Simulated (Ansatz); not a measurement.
Space group Pnnm (No. 58). a = 4.439 Å, b = 5.410 Å, c = 3.389 Å, α = 90.00°, β = 90.00°, γ = 90.00°
```
atom site symmetry x y z
  Fe    2a     ..2/m  0.0000  0.0000  0.0000
   S    4g       ..m  0.2063  0.3752  0.0000
```

Equation of state of this FeS2 structure (not necessarily the ground state), with shape and atoms relaxed at each volume where symmetry leaves them free. All numbers below come from DFT PBE, scalar-relativistic, plane waves, PAW (Ansatz 0.2.0).

Settings: cutoff 420 eV, Γ-centred mesh 6×6×8 on the computed 6-atom cell, Gaussian smearing of 0.02 eV; no spin polarisation.

```tsv
V (Å³/atom)	E − E(largest V) (meV/atom)	P (GPa)	gap on mesh (eV)
11.937	63.60	25.88	1.26
12.344	8.62	17.66	1.18
12.751	-27.17	10.73	1.08
13.158	-46.80	4.91	0.98
13.565	-52.85	0.00	0.90
13.972	-47.45	-4.14	0.82
14.379	-32.41	-7.61	0.74
14.922	0.00	-11.39	0.65
```

Question: Fit a third-order Birch–Murnaghan equation to E(V).

Answer: V0 = 13.57 Å³/atom, B0 = 150 GPa, B0' = 4.7.

This form isn't the usual stable structure of the compound.

Cost: 8 runs of about 7.9 core-minutes in all, on Arm Neoverse V2 (shared hosts).